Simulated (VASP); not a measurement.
# CuCl (Nantokite) (F-43m) in VASP: notebook

The runs below take CuCl (Nantokite) through relaxation of cell and atoms, with PBEsol, PBE.

All numbers are computed with VASP 6.6.1; they aren't measurements. Logs are shortened: lines on timing, memory, paths and dates and some standing lists are left out, and cuts for length are marked.

**1. The structure**

The structure is cubic, space group F-43m (No. 216). Conventional cell: a = 5.406 Å, b = 5.406 Å, c = 5.406 Å, α = 90.00°, β = 90.00°, γ = 90.00°. Around Cu (site symmetry -43m) lie 4 Cl at 2.34 Å. Cl (site symmetry -43m) has 4 Cu at 2.34 Å as nearest neighbours.

**2. Relaxation of cell and atoms, PBEsol**

INCAR reads:

```
SYSTEM = CuCl
PREC     = Accurate       ! precision mode
ENCUT    = 600            ! plane-wave cutoff, eV
EDIFF    = 1E-6           ! SCF threshold, eV
ISMEAR   = 0              ! smearing method
SIGMA    = 0.03           ! smearing width, eV
LREAL    = .False.        ! projectors in reciprocal space
LASPH    = .True.         ! aspherical terms in the spheres
NELM     = 80             ! most SCF steps
ALGO     = Normal         ! electronic algorithm
ISIF     = 3              ! what is computed and relaxed
LWAVE    = .False.        ! write WAVECAR
LCHARG   = .False.        ! write CHGCAR
GGA      = PS             ! functional
IBRION   = 2              ! ionic algorithm
NSW      = 90             ! ionic steps
EDIFFG   = -0.01          ! ionic threshold
```

KPOINTS reads:

```
regular mesh
0
Gamma
  10 10 10
  0 0 0
```

POSCAR reads:

```
CuCl
1.0
    0.0000000000      2.7028500000      2.7028500000
    2.7028500000      0.0000000000      2.7028500000
    2.7028500000      2.7028500000      0.0000000000
Cu Cl
1 1
Direct
    0.0000000000      0.0000000000      0.0000000000
    0.2500000000      0.2500000000      0.2500000000
```

Potentials or basis: VASP PAW PBE potentials, release 64 (Cu, Cl).

On the command line:

```
$ cat potpaw_PBE.64/Cu/POTCAR potpaw_PBE.64/Cl/POTCAR > POTCAR
$ mpirun -np 1 vasp_std > vasp.out
```

OUTCAR:

```text
SYSTEM = CuCl
   PREC = Accurate
   ENCUT = 600
   EDIFF = 1E-6
   ISMEAR = 0
   LREAL = .False.
   LASPH = .True.
   NELM = 80
   ISIF = 3
   GGA = PS
   IBRION = 2
   NSW = 90
   EDIFFG = -0.01

 ion  position               nearest neighbor table
   1  0.000  0.000  0.000-   2 2.34   2 2.34   2 2.34   2 2.34
   2  0.250  0.250  0.250-   1 2.34   1 2.34   1 2.34   1 2.34

  LATTYP: Found a face centered cubic cell.
 ALAT       =     5.4057000000

  Lattice vectors:

 A1 = (   0.0000000000,   2.7028500000,   2.7028500000)
 A2 = (   2.7028500000,   0.0000000000,   2.7028500000)
 A3 = (   2.7028500000,   2.7028500000,   0.0000000000)

Analysis of symmetry for initial positions (statically):
=====================================================================
 Subroutine PRICEL returns:
 Original cell was already a primitive cell.

 Routine SETGRP: Setting up the symmetry group for a
 face centered cubic supercell.

 Subroutine GETGRP returns: Found 24 space group operations
 (whereof 24 operations were pure point group operations)
 out of a pool of 48 trial point group operations.

The static configuration has the point symmetry T_d .

Analysis of symmetry for dynamics (positions and initial velocities):
=====================================================================
 Subroutine PRICEL returns:
 Original cell was already a primitive cell.

 Routine SETGRP: Setting up the symmetry group for a
 face centered cubic supercell.

 Subroutine GETGRP returns: Found 24 space group operations
 (whereof 24 operations were pure point group operations)
 out of a pool of 48 trial point group operations.

The dynamic configuration has the point symmetry T_d .

 Subroutine INISYM returns: Found 24 space group operations
 (whereof 24 operations are pure point group operations),
 and found     1 'primitive' translations

----------------------------------------------------------------------------------------

                                     Primitive cell

  volume of cell :      39.4908

  direct lattice vectors                    reciprocal lattice vectors
     0.000000000  2.702850000  2.702850000    -0.184989918  0.184989918  0.184989918
     2.702850000  0.000000000  2.702850000     0.184989918 -0.184989918  0.184989918
     2.702850000  2.702850000  0.000000000     0.184989918  0.184989918 -0.184989918

  length of vectors
     3.822407127  3.822407127  3.822407127     0.320411937  0.320411937  0.320411937

  position of ions in fractional coordinates (direct lattice)
     0.000000000  0.000000000  0.000000000
     0.250000000  0.250000000  0.250000000

  ion indices of the primitive-cell ions
   primitive index   ion index
                 1           1
                 2           2

----------------------------------------------------------------------------------------

 KPOINTS: regular mesh

Automatic generation of k-mesh.
 Grid dimensions read from file:
 generate k-points for:   10   10   10

 Generating k-lattice:

  Cartesian coordinates                     Fractional coordinates (reciprocal lattice)
    -0.018498992  0.018498992  0.018498992     0.100000000  0.000000000  0.000000000
     0.018498992 -0.018498992  0.018498992     0.000000000  0.100000000  0.000000000
     0.018498992  0.018498992 -0.018498992     0.000000000  0.000000000  0.100000000

  Length of vectors
     0.032041194  0.032041194  0.032041194

  Shift w.r.t. Gamma in fractional coordinates (k-lattice)
     0.000000000  0.000000000  0.000000000

 Subroutine IBZKPT returns following result:
 ===========================================

 Found     47 irreducible k-points:

 Following reciprocal coordinates:
            Coordinates               Weight
  0.000000  0.000000  0.000000      1.000000
  0.100000  0.000000  0.000000      8.000000
  0.200000  0.000000  0.000000      8.000000
  0.300000  0.000000  0.000000      8.000000
  0.400000  0.000000  0.000000      8.000000
  0.500000  0.000000  0.000000      4.000000
[... 16 lines left out ...]
  0.300000  0.300000  0.000000      6.000000
  0.400000  0.300000  0.000000     24.000000
 [... further k-points ...]
   k-points           NKPTS =     47   k-points in BZ     NKDIM =     47   number of bands    NBANDS=     13
   number of dos      NEDOS =    301   number of ions     NIONS =      2
   total plane-waves  NPLWV =  32768
   dimension x,y,z NGX =    32 NGY =   32 NGZ =   32
   dimension x,y,z NGXF=    64 NGYF=   64 NGZF=   64
   ions per type =               1   1
   NGX,Y,Z   is equivalent  to a cutoff of  13.92, 13.92, 13.92 a.u.
   NGXF,Y,Z  is equivalent  to a cutoff of  27.84, 27.84, 27.84 a.u.
 SYSTEM =  CuCl
   PREC   = accura    normal or accurate (medium, high low for compatibility)
   ISTART =      0    job   : 0-new  1-cont  2-samecut
   ICHARG =      2    charge: 1-file 2-atom 10-const
   ISPIN  =      1    spin polarized calculation?
   LNONCOLLINEAR =      F non collinear calculations
   LSORBIT =      F    spin-orbit coupling
   LASPH  =      T    aspherical Exc in radial PAW
   ENCUT  =  600.0 eV  44.10 Ry    6.64 a.u.   7.63  7.63  7.63*2*pi/ulx,y,z
   NELM   =     80;   NELMIN=  2; NELMDL= -5     # of ELM steps
   EDIFF  = 0.1E-05   stopping-criterion for ELM
   LREAL  =      F    real-space projection
   EDIFFG = -.1E-01   stopping-criterion for IOM
   NSW    =     90    number of steps for IOM
   IBRION =      2    ionic relax: 0-MD 1-quasi-New 2-CG
   NFREE  =      1    steps in history (QN), initial steepest desc. (CG)
   ISIF   =      3    stress and relaxation
   ISYM   =      2    0-nonsym 1-usesym 2-fastsym
   POTIM  = 0.5000    time-step for ionic-motion
   TEBEG  =    0.0;   TEEND  =   0.0 temperature during run
   PSTRESS=    0.0 pullay stress
   NELECT =      18.0000    total number of electrons
   NUPDOWN=      -1.0000    fix difference up-down
   EMIN   =  10.00;   EMAX   =-10.00  energy-range for DOS
   EFERMI =   0.00;   METHOD = LEGACY
   ISMEAR =     0;   SIGMA  =   0.03  broadening in eV -4-tet -1-fermi 0-gaus
   EFERMI_NEDOS =   21; number of points for ismear=-14 and -15
   IALGO  =     38    algorithm
   IMIX   =      4    mixing-type and parameters
     AMIX     =   0.40;   BMIX     =  1.00
     AMIX_MAG =   1.60;   BMIX_MAG =  1.00
  volume/ion in A,a.u.               =      19.75       133.25
  Fermi-wavevector in a.u.,A,eV,Ry     =   1.259893  2.380853 21.596947  1.587331
  Thomas-Fermi vector in A             =   2.393430
   LORBIT       =      0    0 simple, 1 ext, 2 COOP (PROOUT), +10 PAW based schemes
   GGA     = PS    functional components
   LHFCALC =     F    Hartree Fock is set to
   AEXX    =    0.0000 exact exchange contribution
   IVDW    =     0    specifies the selected vdW correction
   LEPSILON=     F    determine dielectric tensor
   LRPA    =     F    only Hartree local field effects (RPA)
 conjugate gradient relaxation of ions
 non-spin polarized calculation
 Gauss-broadening in eV      SIGMA  =   0.03
  energy-cutoff  :      600.00
  volume of cell :       39.49
 maximum number of plane-waves:      1363
   NGX = 15   NGY = 15   NGZ = 15

--------------------------------------- Ionic step        1  -------------------------------------------

 number of electron      18.0000008 magnetization

 Free energy of the ion-electron system (eV)
  ---------------------------------------------------
  ext. energy  EPLUGINS =         0.00000000
  ---------------------------------------------------
  free energy    TOTEN  =        -7.03750017 eV

  energy without entropy =       -7.03750017  energy(sigma->0) =       -7.03750017

------------------------ aborting loop because EDIFF is reached ----------------------------------------

  FORCE on cell =-STRESS in cart. coord.  units (eV):
  Direction    XX          YY          ZZ          XY          YZ          ZX
  --------------------------------------------------------------------------------------
  -------------------------------------------------------------------------------------
  Total       -0.7929035     -0.7929035     -0.7929035     -0.0000000      0.0000000      0.0000000
  in kB      -32.1688156    -32.1688156    -32.1688156     -0.0000000      0.0000000      0.0000000
  external PRESSURE =     -32.1688156 kB  Pullay stress =       0.0000000 kB
[... 57 lines left out ...]
  energy  without entropy=       -7.0621861810  energy(sigma->0) =       -7.06218618

--------------------------------------- Ionic step        3  -------------------------------------------

 number of electron      17.9999991 magnetization

 Free energy of the ion-electron system (eV)
  ---------------------------------------------------
  ext. energy  EPLUGINS =         0.00000000
  ---------------------------------------------------
  free energy    TOTEN  =        -7.06222504 eV

  energy without entropy =       -7.06222504  energy(sigma->0) =       -7.06222504

 E-fermi :   4.5574     XC(G=0):  -9.9740

 val. band max:        4.3799822993   @ k =   0.0000   0.0000   0.0000
 cond. band min:       4.9261905930   @ k =   0.0000   0.0000   0.0000
 fundamental gap:      0.5462082937
 Fermi energy:         4.5574203782

 k-point     1 :       0.0000    0.0000    0.0000
  band No.  band energies     occupation
      1     -12.9394      2.00000
      2      -0.8291      2.00000
      3      -0.8291      2.00000
      4      -0.8291      2.00000
      5       2.6501      2.00000
      6       2.6501      2.00000
      7       4.3800      2.00000
      8       4.3800      2.00000
      9       4.3800      2.00000
     10       4.9262      0.00000
     11      11.0608      0.00000
     12      11.0608      0.00000
     13      11.0608      0.00000
[... 353 lines left out ...]
 k-point    24 :       0.4000    0.3000    0.0000
  band No.  band energies     occupation
      1     -12.3777      2.00000
      2      -2.3099      2.00000
      3      -0.9952      2.00000
      4      -0.9042      2.00000
      5       2.4152      2.00000
      6       2.8102      2.00000
      7       3.0688      2.00000
      8       3.3413      2.00000
      9       3.4295      2.00000
     10       7.9284      0.00000
     11       9.1275      0.00000
     12      12.2185      0.00000
     13      13.7459      0.00000

 [... further k-points ...]

------------------------ aborting loop because EDIFF is reached ----------------------------------------

  FORCE on cell =-STRESS in cart. coord.  units (eV):
  Direction    XX          YY          ZZ          XY          YZ          ZX
  --------------------------------------------------------------------------------------
  -------------------------------------------------------------------------------------
  Total       -0.0101528     -0.0101528     -0.0101528      0.0000000      0.0000000     -0.0000000
  in kB       -0.4371589     -0.4371589     -0.4371589      0.0000000      0.0000000     -0.0000000
  external PRESSURE =      -0.4371589 kB  Pullay stress =       0.0000000 kB
[... 17 lines left out ...]
  FREE ENERGIE OF THE ION-ELECTRON SYSTEM (eV)
  ---------------------------------------------------
  free  energy   TOTEN  =        -7.0622250424 eV

  energy  without entropy=       -7.0622250424  energy(sigma->0) =       -7.06222504

 reached required accuracy - stopping structural energy minimisation
```

Run time: 49 s. Hardware: 1 thread of Intel Xeon Platinum 8488C (Sapphire Rapids), shared host; peak memory 0.19 GiB.

Results:

```
Free energy                            : -7.0622 eV
Relaxed volume                         : 18.60 Å³/atom
Relaxed cell                           : a = 3.747 Å, b = 3.747 Å, c = 3.747 Å, α = 60.00°, β = 60.00°, γ = 60.00°
Space group after relaxing (to 0.05 Å) : F-43m (No. 216)
Energy gained by relaxing              : 12.4 meV/atom
Ionic steps                            : 3
Pressure after relaxing                : 0.0 GPa
Band gap on the k mesh                 : 0.55 eV, direct
```

Step by step:
```
step  energy change (eV)  largest force (eV/Å)  pressure (GPa)  volume (Å³)
   1              0.0000                0.0000           -3.22        39.49
   2             -0.0247                0.0000           -0.10        37.27
   3             -0.0247                0.0000           -0.04        37.21
```

Final structure:
```yaml
crystal:
  lattice:
    - [0.00000, 2.64977, 2.64977]
    - [2.64977, 0.00000, 2.64977]
    - [2.64977, 2.64977, 0.00000]
  atoms:
    - { symbol: Cu, position: [0.00000, 0.00000, 0.00000] }
    - { symbol: Cl, position: [0.25000, 0.25000, 0.25000] }
```

Levels at points of the mesh, in eV from the valence-band top:
| k point | band 6 | band 7 | band 8 | band 9 | band 10 | band 11 | band 12 | band 13 |
| --- | --- | --- | --- | --- | --- | --- | --- | --- |
| (0.00, 0.00, 0.00) | -1.73 | 0.00 | 0.00 | 0.00 | 0.55 | 6.68 | 6.68 | 6.68 |
| (0.50, 0.00, 0.00) | -1.65 | -1.59 | -0.66 | -0.66 | 2.92 | 6.95 | 7.13 | 7.13 |
| (0.50, 0.50, 0.00) | -1.60 | -1.52 | -1.29 | -1.29 | 3.27 | 4.53 | 8.99 | 11.34 |

Caveat: the PAW data sets were made with another functional, which shifts forces and pressure a little.

**3. Relaxation of cell and atoms, PBEsol**

This run uses another cell than the first one, of 18.60 Å³/atom, 0.942 times its volume.

INCAR, as its differences from that of step 2:

```diff
@@ -3,3 +3,3 @@
 ENCUT    = 600            ! plane-wave cutoff, eV
-EDIFF    = 1E-6           ! SCF threshold, eV
+EDIFF    = 1E-7           ! SCF threshold, eV
 ISMEAR   = 0              ! smearing method
@@ -16,2 +16,2 @@
 NSW      = 90             ! ionic steps
-EDIFFG   = -0.01          ! ionic threshold
+EDIFFG   = -0.005         ! ionic threshold
```

KPOINTS is that of step 2.

POSCAR reads:

```
CuCl                                    
1.0
   -0.0000000000      2.6497729770      2.6497729770
    2.6497729770     -0.0000000000      2.6497729770
    2.6497729770      2.6497729770      0.0000000000
  Cu              Cl            
     1     1
Direct
     0.0000000000000000    0.0000000000000000    0.0000000000000000
     0.2500000000000000    0.2500000000000000    0.2500000000000000
```

Potentials or basis: VASP PAW PBE potentials, release 64 (Cu, Cl).

On the command line:

```
$ cat potpaw_PBE.64/Cu/POTCAR potpaw_PBE.64/Cl/POTCAR > POTCAR
$ mpirun -np 1 vasp_std > vasp.out
```

Wall time 26 s (1 thread of Intel Xeon Platinum 8488C (Sapphire Rapids), shared host); peak memory 0.18 GiB.

It converged, with:

| Property | Result |
| --- | --- |
| Free energy | -7.0618 eV |
| Pressure after relaxing | 0.0 GPa |
| Band gap on the k mesh | 0.55 eV, direct |

Final structure:
```
Cu Cl
1.0
     0.00000    2.64977    2.64977
     2.64977    0.00000    2.64977
     2.64977    2.64977    0.00000
Cu Cl
1 1
Direct
  0.00000 0.00000 0.00000
  0.25000 0.25000 0.25000
```

Levels at points of the mesh, in eV from the valence-band top:
```csv
k point,band 6,band 7,band 8,band 9,band 10,band 11,band 12,band 13
"(0.00, 0.00, 0.00)",-1.73,0.00,0.00,0.00,0.55,6.68,6.68,6.68
"(0.50, 0.00, 0.00)",-1.65,-1.59,-0.66,-0.66,2.92,6.95,7.13,7.13
"(0.50, 0.50, 0.00)",-1.60,-1.52,-1.29,-1.29,3.27,4.53,8.99,11.34
```

Caveat: the relaxation stopped at its first step, so nothing moved; the PAW data sets were made with another functional, which shifts forces and pressure a little.

**4. Relaxation of cell and atoms, PBE**

INCAR reads:

```
PREC = Accurate
ENCUT = 600
EDIFF = 1E-6
ISMEAR = 0
SIGMA = 0.03
LREAL = F
LASPH = T
NELM = 80
ALGO = Normal
ISIF = 3
LWAVE = F
LCHARG = F
GGA = PE
IBRION = 2
NSW = 90
EDIFFG = -0.01
```

KPOINTS reads:

```
Automatic mesh
0
Gamma
  10 10 10
```

POSCAR reads:

```
CuCl
1.0
    0.0000000000      2.7028500000      2.7028500000
    2.7028500000      0.0000000000      2.7028500000
    2.7028500000      2.7028500000      0.0000000000
Cu Cl
1 1
Direct
    0.0000000000      0.0000000000      0.0000000000
    0.2500000000      0.2500000000      0.2500000000
```

On the command line:

```
$ cat potpaw_PBE.64/Cu/POTCAR potpaw_PBE.64/Cl/POTCAR > POTCAR
$ mpirun -np 1 vasp_std > vasp.out
```

Wall time 28 s (1 thread of AMD EPYC 9R45 (Zen 5), shared host); peak memory 0.16 GiB.

It converged, with:

| Property | Result |
| --- | --- |
| Free energy | -6.3431 eV |
| Relaxed volume | 19.99 Å³/atom |
| Relaxed cell | a = 3.838 Å, b = 3.838 Å, c = 3.838 Å, α = 60.00°, β = 60.00°, γ = 60.00° |
| Space group after relaxing (to 0.05 Å) | F-43m (No. 216) |
| Energy gained by relaxing | 0.5 meV/atom |
| Ionic steps | 2 |
| Pressure after relaxing | 0.1 GPa |
| Band gap on the k mesh | 0.53 eV, direct |

The path:
```csv
step,energy change (eV),largest force (eV/Å),pressure (GPa),volume (Å³)
1,0.0000,0.0000,0.68,39.49
2,-0.0010,0.0000,0.06,39.97
```

Final structure:
```xyz
2
Lattice="0.0000 2.7138 2.7138 2.7138 0.0000 2.7138 2.7138 2.7138 0.0000" Properties=species:S:1:pos:R:3 pbc="T T T"
Cu    0.0000    0.0000    0.0000
Cl    1.3569    1.3569    1.3569
```

Levels at points of the mesh, in eV from the valence-band top:
| k point | band 6 | band 7 | band 8 | band 9 | band 10 | band 11 | band 12 | band 13 |
| --- | --- | --- | --- | --- | --- | --- | --- | --- |
| (0.00, 0.00, 0.00) | -1.45 | 0.00 | 0.00 | 0.00 | 0.53 | 6.75 | 6.75 | 6.75 |
| (0.50, 0.00, 0.00) | -1.38 | -1.33 | -0.55 | -0.55 | 2.89 | 6.76 | 7.18 | 7.18 |
| (0.50, 0.50, 0.00) | -1.35 | -1.27 | -1.07 | -1.07 | 3.46 | 4.46 | 8.72 | 10.93 |

A k mesh can miss the band edges. Zero-point motion and thermal expansion aren't in these numbers.

**5. Relaxation of cell and atoms, PBE**

This run uses another cell than the first one, of 19.99 Å³/atom, 1.012 times its volume.

INCAR, as its differences from that of step 4:

```diff
@@ -2,3 +2,3 @@
 ENCUT = 600
-EDIFF = 1E-6
+EDIFF = 1E-7
 ISMEAR = 0
@@ -15,2 +15,2 @@
 NSW = 90
-EDIFFG = -0.01
+EDIFFG = -0.005
```

KPOINTS is that of step 4.

POSCAR reads:

```
CuCl                                    
1.0
   -0.0000000000      2.7138009410      2.7138009410
    2.7138009410      0.0000000000      2.7138009410
    2.7138009410      2.7138009410      0.0000000000
  Cu              Cl            
     1     1
Direct
     0.0000000000000000    0.0000000000000000    0.0000000000000000
     0.2500000000000000    0.2500000000000000    0.2500000000000000
```

On the command line:

```
$ cat potpaw_PBE.64/Cu/POTCAR potpaw_PBE.64/Cl/POTCAR > POTCAR
$ mpirun -np 1 vasp_std > vasp.out
```

Wall time 40 s (1 thread of AMD EPYC 9R45 (Zen 5), shared host); peak memory 0.16 GiB.

The run converged. Its results:

- Free energy: -6.3432 eV
- Relaxed volume: 20.00 Å³/atom
- Relaxed cell: a = 3.839 Å, b = 3.839 Å, c = 3.839 Å, α = 60.00°, β = 60.00°, γ = 60.00°
- Space group after relaxing (to 0.05 Å): F-43m (No. 216)
- Energy gained by relaxing: 0.0 meV/atom
- Ionic steps: 3
- Pressure after relaxing: 0.0 GPa
- Band gap on the k mesh: 0.53 eV, direct

Final structure:
```yaml
crystal:
  lattice:
    - [0.00000, 2.71443, 2.71443]
    - [2.71443, 0.00000, 2.71443]
    - [2.71443, 2.71443, 0.00000]
  atoms:
    - { symbol: Cu, position: [0.00000, 0.00000, 0.00000] }
    - { symbol: Cl, position: [0.25000, 0.25000, 0.25000] }
```

Levels at points of the mesh, in eV from the valence-band top:
```tsv
k point	band 5	band 6	band 7	band 8	band 9	band 10	band 11	band 12	band 13
(0.00, 0.00, 0.00)	-1.45	-1.45	0.00	0.00	0.00	0.53	6.75	6.75	6.75
(0.50, 0.00, 0.00)	-1.38	-1.38	-1.33	-0.55	-0.55	2.89	6.76	7.18	7.18
(0.50, 0.50, 0.00)	-1.57	-1.34	-1.27	-1.07	-1.07	3.46	4.46	8.72	10.93
```
